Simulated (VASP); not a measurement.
Wanted: the native input for a VASP 6.6.1 run.

```yaml
Task: relaxation of the atoms
Functional: PBE
Dispersion: D3(BJ)
Potentials_or_basis: VASP PAW PBE potentials, release 64 (Ag, Cl)
Cutoff: 600 eV
k_mesh: 8 × 8 × 8
Occupations: gaussian, width 0.03 eV
Spin: no spin polarisation
Further_INCAR_settings: ALGO = Normal; EDIFF = 1e-07; IBRION = 2; EDIFFG = -0.01; NSW = 40
```

The structure of AgCl (Chlorargyrite) lies in POSCAR:

```
AgCl                                    
1.0
    0.0000000000      2.7344342922      2.7344342922
    2.7344342922      0.0000000000      2.7344342922
    2.7344342922      2.7344342922      0.0000000000
  Ag              Cl            
     1     1
Direct
     0.0000000000000000    0.0000000000000000    0.0000000000000000
     0.5000000000000000    0.5000000000000000    0.5000000000000000
```

The cell isn't the ideal one: a relaxed cell with its volume scaled by 0.98.

These files were run (other wordings do the same):

INCAR

```
SYSTEM = AgCl
ALGO = Normal
EDIFF = 1E-7
EDIFFG = -0.01
ENCUT = 600
GGA = PE
IBRION = 2
ISIF = 2
ISMEAR = 0
IVDW = 12
LASPH = .True.
LCHARG = .False.
LREAL = .False.
LWAVE = .False.
NELM = 80
NSW = 40
PREC = Accurate
SIGMA = 0.03
```

KPOINTS

```
k-points
0
Gamma
  8 8 8
  0 0 0
```

Potentials or basis: VASP PAW PBE potentials, release 64 (Ag, Cl).

Launch:

```sh
$ cat potpaw_PBE.64/Ag/POTCAR potpaw_PBE.64/Cl/POTCAR > POTCAR
$ mpirun -np 1 vasp_std > vasp.out
```

Results of the run:

```
Pressure after relaxing    : 1.1 GPa
Band gap on the k mesh     : 0.90 eV, indirect (least direct gap 3.32 eV)
Dispersion energy per atom : -0.346 eV
```

Caveat: the relaxation stopped at its first step, so nothing moved.

It took 6 s on 1 thread of Intel(R) Xeon(R) 6975P-C (Granite Rapids), with other jobs on the host, peak memory 0.19 GiB.
